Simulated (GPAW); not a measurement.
Set up this calculation in GPAW 26.7.0, as an ASE script.

```
Task                : single point
Functional          : PBEsol
Potentials or basis : PAW data sets generated in the run's folder for this functional
Cutoff              : 600 eV
Basis               : pw
k mesh              : 10 × 10 × 10
Occupations         : methfessel-paxton, width 0.2 eV
Spin                : no spin polarisation
Hubbard terms       : Hf d U = 4.5 eV
Smearing order      : 1
Maxiter             : 150
```

The structure of Hf lies in POSCAR:

```
Hf
1.0
   -0.0096860000      2.2287200000      2.2846090000
    2.2126460000      0.0515370000      2.2233860000
    2.2415430000      2.1963940000      0.0226400000
Hf
1
Direct
   -0.0037130000      0.0292860000     -0.0147930000
```

This isn't the form of Hf at room conditions, which is hcp.

The cell isn't the ideal one: cell strained at random at fixed volume.

One way to write it, as run:

run.py

```python
from ase.dft.bandgap import bandgap
from ase.io import read, write
from ase.units import GPa
from gpaw import GPAW, PW, setup_paths

setup_paths.insert(0, '.')

atoms = read('POSCAR')

calc = GPAW(mode=PW(600),
            xc='PBEsol',
            kpts={'size': (10, 10, 10), 'gamma': True},
            occupations={'name': 'methfessel-paxton', 'width': 0.2, 'order': 1},
            setups={'Hf': ':d,4.5'},
            nbands=14,
            convergence={'density': 1e-05, 'energy': 1e-05},
            maxiter=150,
            txt='gpaw.txt')
atoms.calc = calc
energy = atoms.get_potential_energy()
forces = atoms.get_forces()
stress = atoms.get_stress()
calc.write('gs.gpw')
write('result.traj', atoms)
print(f'Energy: {energy:.6f} eV')
print('Forces (eV/A):')
print(forces.round(4))
print('Stress (GPa):', (stress / GPa).round(3))
print('Fermi level:', round(calc.get_fermi_level(), 4), 'eV')
print(f'Gap: {bandgap(calc)[0]:.4f} eV, direct: {bandgap(calc, direct=True)[0]:.4f} eV')
```

Potentials or basis: PAW data sets generated in the run's folder for this functional, pw.

Launch:

```bash
$ gpaw-setup -f PBEsol Hf
$ OMP_NUM_THREADS=1 python run.py
```

It gave:

```yaml
Pressure: 18.4 GPa
Band_gap_on_the_k_mesh: none (metal or under the smearing width)
```

Caveat: this smearing can pin the Fermi level at a band edge; U without spin polarisation on a metal has little footing; the U is typed as a test and isn't derived for this compound.

Wall time 82 s on 1 thread of Arm Neoverse V2, on a shared host, peak memory 0.27 GiB.
